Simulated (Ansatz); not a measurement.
Runs of Ansatz 0.2.0 on C. It takes space group Fd-3m (No. 227, cubic). Conventional cell: a = 3.567 Å, b = 3.567 Å, c = 3.567 Å, α = 90.00°, β = 90.00°, γ = 90.00°. C (site symmetry -43m) has 4 C at 1.54 Å as nearest neighbours. This isn't the form of C at room conditions, which is graphite.

```csv
task,level,cell,smearing,points for each segment of the path,gap on the mesh (eV),pressure (GPa),relaxed volume (Å³/atom)
band structure,LDA,as given,fermi-dirac 0.05 eV,14,4.11,-13.1,-
relaxation of cell and atoms,PBEsol,relaxed,fermi-dirac 0.05 eV,-,4.04,0.0,(b)
relaxation of cell and atoms,LDA,relaxed,fermi-dirac 0.05 eV,-,(a),0.0,5.51
relaxation of cell and atoms,RPBE,relaxed,fermi-dirac 0.05 eV,-,4.11,0.0,5.78
single point,LDA,as given,gaussian 0.1 eV,-,4.11,-13.1,-
```

Alike in all rows: potentials or basis Ansatz PAW; no spin polarisation; k mesh 13 × 13 × 13; cutoff (eV) 420.

Fill in the values left out.

(a) 4.18; (b) 5.61.

Caveats: the PAW data sets come from PBE, with cores solved anew for the run's functional, which leaves a small shift of forces and pressure; odd divisions of the mesh miss points on the zone boundary, where band edges often lie, so the gap on the mesh can be too wide (some runs); the plane-wave basis is chosen anew once the cell has moved, so the energies of steps on either side of that aren't comparable (some runs).

A k mesh can miss the band edges.

Runs at the PBE level aren't shown here.
